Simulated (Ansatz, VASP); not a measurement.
# InAs in two plane-wave programs, part 2 of 5

Aim: how closely do two programs agree when they are given the same cell, functional and k mesh? The structure shown is the start of the Ansatz relaxation below; VASP solves that cell, so the two are compared at the walk's first step.

VASP 6.6.1 and Ansatz 0.2.0.

So far: Set-up; Ansatz: relaxation, PBEsol.

## 3. VASP: single point, PBEsol, start cell, pair 1

Level of this step: PBEsol; plane waves and PAW (As, In_d) (VASP).

The same cell, functional, mesh and smearing now go to VASP, with its own data sets.

Lines of VASP's logs that name or quote its potential files are left out, and so is its time.

INCAR

```
SYSTEM = InAs
PREC = Accurate
ENCUT = 400
EDIFF = 1E-06
NELM = 120
ISMEAR = 0
SIGMA = 0.015
LREAL = .FALSE.
ALGO = Normal
GGA = PS
NBANDS = 15
LORBIT = 11
LWAVE = .FALSE.
LCHARG = .FALSE.
ISIF = 2
ISYM = 2
LASPH = .TRUE.
GGA_COMPAT = .FALSE.
EFERMI = MIDGAP
KPAR = 2
```

POSCAR

```
InAs
1.0
    0.1199370000      3.0418560000      3.0418560000
    3.0418560000      0.1199370000      3.0418560000
    3.0418560000      3.0418560000      0.1199370000
As In
1 1
Direct
    0.7528512654      0.7528512654      0.7528512654
    0.9971487749      0.9971487749      0.9971487749
```

KPOINTS

```
Points of the shifted mesh
1728
Reciprocal
 0.0416666667  0.0416666667  0.0416666667 1
 0.0416666667  0.0416666667  0.1250000000 1
 0.0416666667  0.0416666667  0.2083333333 1
 0.0416666667  0.0416666667  0.2916666667 1
 0.0416666667  0.0416666667  0.3750000000 1
 0.0416666667  0.0416666667  0.4583333333 1
 0.0416666667  0.0416666667  0.5416666667 1
 0.0416666667  0.0416666667  0.6250000000 1
 0.0416666667  0.0416666667  0.7083333333 1
 0.0416666667  0.0416666667  0.7916666667 1
 0.0416666667  0.0416666667  0.8750000000 1
 0.0416666667  0.0416666667  0.9583333333 1
 0.0416666667  0.1250000000  0.0416666667 1
 0.0416666667  0.1250000000  0.1250000000 1
 0.0416666667  0.1250000000  0.2083333333 1
 0.0416666667  0.1250000000  0.2916666667 1
 0.0416666667  0.1250000000  0.3750000000 1
 0.0416666667  0.1250000000  0.4583333333 1
 0.0416666667  0.1250000000  0.5416666667 1
 0.0416666667  0.1250000000  0.6250000000 1
 0.0416666667  0.1250000000  0.7083333333 1
 0.0416666667  0.1250000000  0.7916666667 1
 0.0416666667  0.1250000000  0.8750000000 1
 0.0416666667  0.1250000000  0.9583333333 1
 0.0416666667  0.2083333333  0.0416666667 1
 0.0416666667  0.2083333333  0.1250000000 1
 0.0416666667  0.2083333333  0.2083333333 1
 0.0416666667  0.2083333333  0.2916666667 1
 0.0416666667  0.2083333333  0.3750000000 1
 0.0416666667  0.2083333333  0.4583333333 1
 0.0416666667  0.2083333333  0.5416666667 1
 0.0416666667  0.2083333333  0.6250000000 1
 0.0416666667  0.2083333333  0.7083333333 1
 0.0416666667  0.2083333333  0.7916666667 1
 0.0416666667  0.2083333333  0.8750000000 1
 0.0416666667  0.2083333333  0.9583333333 1
 0.0416666667  0.2916666667  0.0416666667 1
 0.0416666667  0.2916666667  0.1250000000 1
 0.0416666667  0.2916666667  0.2083333333 1
 0.0416666667  0.2916666667  0.2916666667 1
 0.0416666667  0.2916666667  0.3750000000 1
 0.0416666667  0.2916666667  0.4583333333 1
 0.0416666667  0.2916666667  0.5416666667 1
 0.0416666667  0.2916666667  0.6250000000 1
 0.0416666667  0.2916666667  0.7083333333 1
 0.0416666667  0.2916666667  0.7916666667 1
 0.0416666667  0.2916666667  0.8750000000 1
 0.0416666667  0.2916666667  0.9583333333 1
 0.0416666667  0.3750000000  0.0416666667 1
 0.0416666667  0.3750000000  0.1250000000 1
 0.0416666667  0.3750000000  0.2083333333 1
 0.0416666667  0.3750000000  0.2916666667 1
 0.0416666667  0.3750000000  0.3750000000 1
 0.0416666667  0.3750000000  0.4583333333 1
 0.0416666667  0.3750000000  0.5416666667 1
 0.0416666667  0.3750000000  0.6250000000 1
 0.0416666667  0.3750000000  0.7083333333 1
 0.0416666667  0.3750000000  0.7916666667 1
 0.0416666667  0.3750000000  0.8750000000 1
 0.0416666667  0.3750000000  0.9583333333 1
 0.0416666667  0.4583333333  0.0416666667 1
 0.0416666667  0.4583333333  0.1250000000 1
 0.0416666667  0.4583333333  0.2083333333 1
 0.0416666667  0.4583333333  0.2916666667 1
 0.0416666667  0.4583333333  0.3750000000 1
 0.0416666667  0.4583333333  0.4583333333 1
 0.0416666667  0.4583333333  0.5416666667 1
 0.0416666667  0.4583333333  0.6250000000 1
 0.0416666667  0.4583333333  0.7083333333 1
 0.0416666667  0.4583333333  0.7916666667 1
 0.0416666667  0.4583333333  0.8750000000 1
 0.0416666667  0.4583333333  0.9583333333 1
 0.0416666667  0.5416666667  0.0416666667 1
 0.0416666667  0.5416666667  0.1250000000 1
 0.0416666667  0.5416666667  0.2083333333 1
 0.0416666667  0.5416666667  0.2916666667 1
 0.0416666667  0.5416666667  0.3750000000 1
 0.0416666667  0.5416666667  0.4583333333 1
 0.0416666667  0.5416666667  0.5416666667 1
 0.0416666667  0.5416666667  0.6250000000 1
 0.0416666667  0.5416666667  0.7083333333 1
 0.0416666667  0.5416666667  0.7916666667 1
 0.0416666667  0.5416666667  0.8750000000 1
 0.0416666667  0.5416666667  0.9583333333 1
 0.0416666667  0.6250000000  0.0416666667 1
 0.0416666667  0.6250000000  0.1250000000 1
 0.0416666667  0.6250000000  0.2083333333 1
 0.0416666667  0.6250000000  0.2916666667 1
 0.0416666667  0.6250000000  0.3750000000 1
 0.0416666667  0.6250000000  0.4583333333 1
 0.0416666667  0.6250000000  0.5416666667 1
 0.0416666667  0.6250000000  0.6250000000 1
 0.0416666667  0.6250000000  0.7083333333 1
 0.0416666667  0.6250000000  0.7916666667 1
 0.0416666667  0.6250000000  0.8750000000 1
 0.0416666667  0.6250000000  0.9583333333 1
 0.0416666667  0.7083333333  0.0416666667 1
 0.0416666667  0.7083333333  0.1250000000 1
 0.0416666667  0.7083333333  0.2083333333 1
 0.0416666667  0.7083333333  0.2916666667 1
 0.0416666667  0.7083333333  0.3750000000 1
 0.0416666667  0.7083333333  0.4583333333 1
 0.0416666667  0.7083333333  0.5416666667 1
 0.0416666667  0.7083333333  0.6250000000 1
 0.0416666667  0.7083333333  0.7083333333 1
 0.0416666667  0.7083333333  0.7916666667 1
 0.0416666667  0.7083333333  0.8750000000 1
 0.0416666667  0.7083333333  0.9583333333 1
 0.0416666667  0.7916666667  0.0416666667 1
 0.0416666667  0.7916666667  0.1250000000 1
 0.0416666667  0.7916666667  0.2083333333 1
 0.0416666667  0.7916666667  0.2916666667 1
[... 1390 lines left out ...]
 0.8750000000  0.4583333333  0.1250000000 1
 0.8750000000  0.4583333333  0.2083333333 1
 0.8750000000  0.4583333333  0.2916666667 1
 0.8750000000  0.4583333333  0.3750000000 1
 0.8750000000  0.4583333333  0.4583333333 1
 0.8750000000  0.4583333333  0.5416666667 1
 0.8750000000  0.4583333333  0.6250000000 1
 0.8750000000  0.4583333333  0.7083333333 1
 0.8750000000  0.4583333333  0.7916666667 1
 0.8750000000  0.4583333333  0.8750000000 1
 0.8750000000  0.4583333333  0.9583333333 1
 0.8750000000  0.5416666667  0.0416666667 1
 0.8750000000  0.5416666667  0.1250000000 1
 0.8750000000  0.5416666667  0.2083333333 1
 0.8750000000  0.5416666667  0.2916666667 1
 0.8750000000  0.5416666667  0.3750000000 1
 0.8750000000  0.5416666667  0.4583333333 1
 0.8750000000  0.5416666667  0.5416666667 1
 0.8750000000  0.5416666667  0.6250000000 1
 0.8750000000  0.5416666667  0.7083333333 1
 0.8750000000  0.5416666667  0.7916666667 1
 0.8750000000  0.5416666667  0.8750000000 1
 0.8750000000  0.5416666667  0.9583333333 1
 0.8750000000  0.6250000000  0.0416666667 1
 0.8750000000  0.6250000000  0.1250000000 1
 0.8750000000  0.6250000000  0.2083333333 1
 0.8750000000  0.6250000000  0.2916666667 1
 0.8750000000  0.6250000000  0.3750000000 1
 0.8750000000  0.6250000000  0.4583333333 1
 0.8750000000  0.6250000000  0.5416666667 1
 0.8750000000  0.6250000000  0.6250000000 1
 0.8750000000  0.6250000000  0.7083333333 1
 0.8750000000  0.6250000000  0.7916666667 1
 0.8750000000  0.6250000000  0.8750000000 1
 0.8750000000  0.6250000000  0.9583333333 1
 0.8750000000  0.7083333333  0.0416666667 1
 0.8750000000  0.7083333333  0.1250000000 1
 0.8750000000  0.7083333333  0.2083333333 1
 0.8750000000  0.7083333333  0.2916666667 1
 0.8750000000  0.7083333333  0.3750000000 1
 0.8750000000  0.7083333333  0.4583333333 1
 0.8750000000  0.7083333333  0.5416666667 1
 0.8750000000  0.7083333333  0.6250000000 1
 0.8750000000  0.7083333333  0.7083333333 1
 0.8750000000  0.7083333333  0.7916666667 1
 0.8750000000  0.7083333333  0.8750000000 1
 0.8750000000  0.7083333333  0.9583333333 1
 0.8750000000  0.7916666667  0.0416666667 1
 0.8750000000  0.7916666667  0.1250000000 1
 0.8750000000  0.7916666667  0.2083333333 1
 0.8750000000  0.7916666667  0.2916666667 1
 0.8750000000  0.7916666667  0.3750000000 1
 0.8750000000  0.7916666667  0.4583333333 1
 0.8750000000  0.7916666667  0.5416666667 1
 0.8750000000  0.7916666667  0.6250000000 1
 0.8750000000  0.7916666667  0.7083333333 1
 0.8750000000  0.7916666667  0.7916666667 1
 0.8750000000  0.7916666667  0.8750000000 1
 0.8750000000  0.7916666667  0.9583333333 1
 0.8750000000  0.8750000000  0.0416666667 1
 0.8750000000  0.8750000000  0.1250000000 1
 0.8750000000  0.8750000000  0.2083333333 1
 0.8750000000  0.8750000000  0.2916666667 1
 0.8750000000  0.8750000000  0.3750000000 1
 0.8750000000  0.8750000000  0.4583333333 1
 0.8750000000  0.8750000000  0.5416666667 1
 0.8750000000  0.8750000000  0.6250000000 1
 0.8750000000  0.8750000000  0.7083333333 1
 0.8750000000  0.8750000000  0.7916666667 1
 0.8750000000  0.8750000000  0.8750000000 1
 0.8750000000  0.8750000000  0.9583333333 1
 0.8750000000  0.9583333333  0.0416666667 1
 0.8750000000  0.9583333333  0.1250000000 1
 0.8750000000  0.9583333333  0.2083333333 1
 0.8750000000  0.9583333333  0.2916666667 1
 0.8750000000  0.9583333333  0.3750000000 1
 0.8750000000  0.9583333333  0.4583333333 1
 0.8750000000  0.9583333333  0.5416666667 1
 0.8750000000  0.9583333333  0.6250000000 1
 0.8750000000  0.9583333333  0.7083333333 1
 0.8750000000  0.9583333333  0.7916666667 1
 0.8750000000  0.9583333333  0.8750000000 1
 0.8750000000  0.9583333333  0.9583333333 1
 0.9583333333  0.0416666667  0.0416666667 1
 0.9583333333  0.0416666667  0.1250000000 1
 0.9583333333  0.0416666667  0.2083333333 1
 0.9583333333  0.0416666667  0.2916666667 1
 0.9583333333  0.0416666667  0.3750000000 1
 0.9583333333  0.0416666667  0.4583333333 1
 0.9583333333  0.0416666667  0.5416666667 1
 0.9583333333  0.0416666667  0.6250000000 1
 0.9583333333  0.0416666667  0.7083333333 1
 0.9583333333  0.0416666667  0.7916666667 1
 0.9583333333  0.0416666667  0.8750000000 1
 0.9583333333  0.0416666667  0.9583333333 1
 0.9583333333  0.1250000000  0.0416666667 1
 0.9583333333  0.1250000000  0.1250000000 1
 0.9583333333  0.1250000000  0.2083333333 1
 0.9583333333  0.1250000000  0.2916666667 1
 0.9583333333  0.1250000000  0.3750000000 1
 0.9583333333  0.1250000000  0.4583333333 1
 0.9583333333  0.1250000000  0.5416666667 1
 0.9583333333  0.1250000000  0.6250000000 1
 0.9583333333  0.1250000000  0.7083333333 1
 0.9583333333  0.1250000000  0.7916666667 1
 0.9583333333  0.1250000000  0.8750000000 1
 0.9583333333  0.1250000000  0.9583333333 1
 0.9583333333  0.2083333333  0.0416666667 1
 0.9583333333  0.2083333333  0.1250000000 1
 0.9583333333  0.2083333333  0.2083333333 1
 0.9583333333  0.2083333333  0.2916666667 1
 0.9583333333  0.2083333333  0.3750000000 1
 0.9583333333  0.2083333333  0.4583333333 1
 0.9583333333  0.2083333333  0.5416666667 1
 0.9583333333  0.2083333333  0.6250000000 1
 0.9583333333  0.2083333333  0.7083333333 1
 0.9583333333  0.2083333333  0.7916666667 1
 0.9583333333  0.2083333333  0.8750000000 1
 0.9583333333  0.2083333333  0.9583333333 1
 0.9583333333  0.2916666667  0.0416666667 1
 0.9583333333  0.2916666667  0.1250000000 1
 0.9583333333  0.2916666667  0.2083333333 1
 0.9583333333  0.2916666667  0.2916666667 1
 0.9583333333  0.2916666667  0.3750000000 1
 0.9583333333  0.2916666667  0.4583333333 1
 0.9583333333  0.2916666667  0.5416666667 1
 0.9583333333  0.2916666667  0.6250000000 1
 0.9583333333  0.2916666667  0.7083333333 1
 0.9583333333  0.2916666667  0.7916666667 1
 0.9583333333  0.2916666667  0.8750000000 1
 0.9583333333  0.2916666667  0.9583333333 1
 0.9583333333  0.3750000000  0.0416666667 1
 0.9583333333  0.3750000000  0.1250000000 1
 0.9583333333  0.3750000000  0.2083333333 1
 0.9583333333  0.3750000000  0.2916666667 1
 0.9583333333  0.3750000000  0.3750000000 1
 0.9583333333  0.3750000000  0.4583333333 1
 0.9583333333  0.3750000000  0.5416666667 1
 0.9583333333  0.3750000000  0.6250000000 1
 0.9583333333  0.3750000000  0.7083333333 1
 0.9583333333  0.3750000000  0.7916666667 1
 0.9583333333  0.3750000000  0.8750000000 1
 0.9583333333  0.3750000000  0.9583333333 1
 0.9583333333  0.4583333333  0.0416666667 1
 0.9583333333  0.4583333333  0.1250000000 1
 0.9583333333  0.4583333333  0.2083333333 1
 0.9583333333  0.4583333333  0.2916666667 1
 0.9583333333  0.4583333333  0.3750000000 1
 0.9583333333  0.4583333333  0.4583333333 1
 0.9583333333  0.4583333333  0.5416666667 1
 0.9583333333  0.4583333333  0.6250000000 1
 0.9583333333  0.4583333333  0.7083333333 1
 0.9583333333  0.4583333333  0.7916666667 1
 0.9583333333  0.4583333333  0.8750000000 1
 0.9583333333  0.4583333333  0.9583333333 1
 0.9583333333  0.5416666667  0.0416666667 1
 0.9583333333  0.5416666667  0.1250000000 1
 0.9583333333  0.5416666667  0.2083333333 1
 0.9583333333  0.5416666667  0.2916666667 1
 0.9583333333  0.5416666667  0.3750000000 1
 0.9583333333  0.5416666667  0.4583333333 1
 0.9583333333  0.5416666667  0.5416666667 1
 0.9583333333  0.5416666667  0.6250000000 1
 0.9583333333  0.5416666667  0.7083333333 1
 0.9583333333  0.5416666667  0.7916666667 1
 0.9583333333  0.5416666667  0.8750000000 1
 0.9583333333  0.5416666667  0.9583333333 1
 0.9583333333  0.6250000000  0.0416666667 1
 0.9583333333  0.6250000000  0.1250000000 1
 0.9583333333  0.6250000000  0.2083333333 1
 0.9583333333  0.6250000000  0.2916666667 1
 0.9583333333  0.6250000000  0.3750000000 1
 0.9583333333  0.6250000000  0.4583333333 1
 0.9583333333  0.6250000000  0.5416666667 1
 0.9583333333  0.6250000000  0.6250000000 1
 0.9583333333  0.6250000000  0.7083333333 1
 0.9583333333  0.6250000000  0.7916666667 1
 0.9583333333  0.6250000000  0.8750000000 1
 0.9583333333  0.6250000000  0.9583333333 1
 0.9583333333  0.7083333333  0.0416666667 1
 0.9583333333  0.7083333333  0.1250000000 1
 0.9583333333  0.7083333333  0.2083333333 1
 0.9583333333  0.7083333333  0.2916666667 1
 0.9583333333  0.7083333333  0.3750000000 1
 0.9583333333  0.7083333333  0.4583333333 1
 0.9583333333  0.7083333333  0.5416666667 1
 0.9583333333  0.7083333333  0.6250000000 1
 0.9583333333  0.7083333333  0.7083333333 1
 0.9583333333  0.7083333333  0.7916666667 1
 0.9583333333  0.7083333333  0.8750000000 1
 0.9583333333  0.7083333333  0.9583333333 1
 0.9583333333  0.7916666667  0.0416666667 1
 0.9583333333  0.7916666667  0.1250000000 1
 0.9583333333  0.7916666667  0.2083333333 1
 0.9583333333  0.7916666667  0.2916666667 1
 0.9583333333  0.7916666667  0.3750000000 1
 0.9583333333  0.7916666667  0.4583333333 1
 0.9583333333  0.7916666667  0.5416666667 1
 0.9583333333  0.7916666667  0.6250000000 1
 0.9583333333  0.7916666667  0.7083333333 1
 0.9583333333  0.7916666667  0.7916666667 1
 0.9583333333  0.7916666667  0.8750000000 1
 0.9583333333  0.7916666667  0.9583333333 1
 0.9583333333  0.8750000000  0.0416666667 1
 0.9583333333  0.8750000000  0.1250000000 1
 0.9583333333  0.8750000000  0.2083333333 1
 0.9583333333  0.8750000000  0.2916666667 1
 0.9583333333  0.8750000000  0.3750000000 1
 0.9583333333  0.8750000000  0.4583333333 1
 0.9583333333  0.8750000000  0.5416666667 1
 0.9583333333  0.8750000000  0.6250000000 1
 0.9583333333  0.8750000000  0.7083333333 1
 0.9583333333  0.8750000000  0.7916666667 1
 0.9583333333  0.8750000000  0.8750000000 1
 0.9583333333  0.8750000000  0.9583333333 1
 0.9583333333  0.9583333333  0.0416666667 1
 0.9583333333  0.9583333333  0.1250000000 1
 0.9583333333  0.9583333333  0.2083333333 1
 0.9583333333  0.9583333333  0.2916666667 1
 0.9583333333  0.9583333333  0.3750000000 1
 0.9583333333  0.9583333333  0.4583333333 1
 0.9583333333  0.9583333333  0.5416666667 1
 0.9583333333  0.9583333333  0.6250000000 1
 0.9583333333  0.9583333333  0.7083333333 1
 0.9583333333  0.9583333333  0.7916666667 1
 0.9583333333  0.9583333333  0.8750000000 1
 0.9583333333  0.9583333333  0.9583333333 1
```

The projector-augmented-wave data sets are As and In_d (PBE family, release 64).

Command:

```sh
mpirun -np 2 vasp_std
```

The program printed:

```text
[banner, memory and clock lines left out]
running    2 mpi-ranks, on    1 nodes
 distrk:  each k-point on    1 cores,    2 groups
 distr:  one band on    1 cores,    1 groups

 POSCAR found type information on POSCAR AsIn
 POSCAR found :  2 types and       2 ions
|                                                                             |
|               ----> ADVICE to this user running VASP <----                  |
|                                                                             |
|     You enforced a specific xc type in the INCAR file but a different       |
|     [... a line on the potential file left out ...]
|     I HOPE YOU KNOW WHAT YOU ARE DOING!                                     |
|                                                                             |

 LDA part: xc-table for (Slater+PW92), standard interpolation
 POSCAR, INCAR and KPOINTS ok, starting setup
 FFT: planning ... GRIDC
 FFT: planning ... GRID_SOFT
 FFT: planning ... GRID
 WAVECAR not read
 entering main loop
       N       E                     dE             d eps       ncg     rms          rms(c)
DAV:   1     0.103762954354E+03    0.10376E+03   -0.72606E+03 52271   0.109E+03
DAV:   2    -0.198209961439E+01   -0.10575E+03   -0.10181E+03 56460   0.275E+02
DAV:   3    -0.857085965535E+01   -0.65888E+01   -0.65586E+01 66806   0.734E+01
DAV:   4    -0.872801538778E+01   -0.15716E+00   -0.15712E+00 64508   0.126E+01
DAV:   5    -0.873474578403E+01   -0.67304E-02   -0.67303E-02 76738   0.216E+00    0.480E+00
DAV:   6    -0.845411861762E+01    0.28063E+00   -0.41080E-01 82280   0.127E+01    0.263E+00
DAV:   7    -0.841721595656E+01    0.36903E-01   -0.12657E-01 72042   0.384E+00    0.705E-01
DAV:   8    -0.841557005932E+01    0.16459E-02   -0.15051E-02 66414   0.149E+00    0.241E-01
DAV:   9    -0.841574346495E+01   -0.17341E-03   -0.94200E-04 65135   0.266E-01    0.132E-01
DAV:  10    -0.841581772003E+01   -0.74255E-04   -0.16328E-04 76383   0.216E-01    0.721E-02
DAV:  11    -0.841583701014E+01   -0.19290E-04   -0.59187E-05 63933   0.128E-01    0.430E-02
DAV:  12    -0.841583552802E+01    0.14821E-05   -0.72450E-06 67599   0.372E-02    0.533E-03
DAV:  13    -0.841583562762E+01   -0.99603E-07   -0.14499E-06 56493   0.694E-03
   1 F= -.84158356E+01 E0= -.84158356E+01  d E =-.261063E-36
```

[end of part 2 of 5]

[Lines on the potential files, build, host, timing and source positions are cut from VASP's logs without a mark.]

[Logs are printed without paths, hosts, clocks, repeated set-up lines and the standing remarks that a program may print on its own settings, such as how far it seeks lower states.]

[Hosts, paths, dates, database ids (printed as entryN), source tags and the programs' standing remarks are cut or masked in the printed files.]
